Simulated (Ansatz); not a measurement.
# SiNi2: the cost of one run

Computed with Ansatz 0.2.0 (DFT PBE, scalar-relativistic, plane waves, PAW, unless a step's input says otherwise).

4 further runs of the same task are left out: 1 that didn't finish, 3 set aside as unsound or not needed.

## Step 1: The system as given

The structure is hexagonal, space group P6_3/mmc (No. 194). Conventional cell: a = 3.912 Å, b = 3.912 Å, c = 4.991 Å, α = 90.00°, β = 90.00°, γ = 120.00°. Si (site symmetry -6m2) has 11 Ni at 2.26 to 2.58 Å as nearest neighbours. Around Ni (site symmetry -3m) lie 8 Ni at 2.50 to 2.58 Å and 6 Si at 2.58 Å. Ni (site symmetry -6m2) is surrounded by 5 Si at 2.26 to 2.50 Å and 6 Ni at 2.58 Å.

Coordinates:

```cif
data_structure
_symmetry_space_group_name_H-M 'P 1'
_symmetry_Int_Tables_number 1
_cell_length_a 3.9119
_cell_length_b 3.9119
_cell_length_c 4.9915
_cell_angle_alpha 90.000
_cell_angle_beta 90.000
_cell_angle_gamma 120.000
_cell_volume 66.15
loop_
_atom_site_label
_atom_site_type_symbol
_atom_site_fract_x
_atom_site_fract_y
_atom_site_fract_z
_atom_site_occupancy
Si1 Si 0.33333 0.66667 0.75000 1
Si2 Si 0.66667 0.33333 0.25000 1
Ni1 Ni 0.00000 0.00000 0.00000 1
Ni2 Ni 0.00000 0.00000 0.50000 1
Ni3 Ni 0.33333 0.66667 0.25000 1
Ni4 Ni 0.66667 0.33333 0.75000 1
```

It is the result of an earlier relaxation at this level (volume 11.03 Å³/atom; gap on the mesh: none (metal)).

The unstrained cell was computed beforehand with the same settings: E(σ→0) = -24633.4912 eV for 6 atoms, gap none (metal).

## Step 2: The cell strained by -2.0 %

File input.yaml:

```yaml
crystal:
  lattice:
    - [3.8336877761, 0.0, 0.0]
    - [-1.9168438881, 3.3200710043, 0.0]
    - [0.0, 0.0, 5.0513496477]
  atoms:
    - { symbol: Si, position: [0.3333333333, 0.6666666667, 0.75] }
    - { symbol: Si, position: [0.6666666667, 0.3333333333, 0.25] }
    - { symbol: Ni, position: [0.0, 0.0, 0.0] }
    - { symbol: Ni, position: [0.0, 0.0, 0.5] }
    - { symbol: Ni, position: [0.3333333333, 0.6666666667, 0.25] }
    - { symbol: Ni, position: [0.6666666667, 0.3333333333, 0.75] }
basis:
  ecutwfc: 420
kpoints:
  mp_grid: { grid: [12, 12, 8] }
hamiltonian:
  xc: pbe
scf:
  occupations: { method: gaussian, width: 0.1 }
output:
  forces: true
  stress: true
  eigenvalues: true
  write_density: true
  write_potential: true
  elf: true
  volumetric_format: npy
relax:
  adjacent_minimum: "off"
  f_tol: 0.008
  max_steps: 40
  cell: { stress_tol: 0.015, fix: [a, b, gamma] }
```

Command:

```
$ ansatz run input.yaml --threads 1 --pin off --max-ram 2560MiB --backend cpu --events-out ev --progress --plain --runs-dir out
```

Q: Estimate wall time and peak memory on 1 thread of Intel Xeon Platinum 8259CL at 2.50GHz (Skylake/Cascade Lake), shared host.

About 85 s, with a peak of 0.57 GiB.
